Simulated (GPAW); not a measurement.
LiF (Griceite):

```xyz
2
Lattice="0.0000 2.0140 2.0140 2.0140 0.0000 2.0140 2.0140 2.0140 0.0000" Properties=species:S:1:pos:R:3 pbc="T T T"
F     2.0140    2.0140    2.0140
Li    0.0000    0.0000    0.0000
```

Program: GPAW 26.7.0. Alike in all runs: no spin polarisation; cell as given; k mesh 11 × 11 × 11; cutoff (eV) 800.

Task: Order these runs on this cell by their pressure, lowest first.
A. level LDA; potentials or basis PAW data sets generated in the run's folder for this functional, pw; smearing fermi-dirac 0.05 eV; band path GXWKGLUWLK,UX; band points 60
B. level RPBE; potentials or basis the program's PAW data sets (release 1.2.1) made for this functional, pw; smearing gaussian 0.1 eV
C. level PBEint; potentials or basis PAW data sets generated in the run's folder for this functional, pw; smearing fermi-dirac 0.05 eV; band path GXWKGLUWLK,UX; band points 100

Result: A (-8.0 GPa), C (-0.1 GPa), B (6.2 GPa).

Runs at the PBE level aren't shown here.
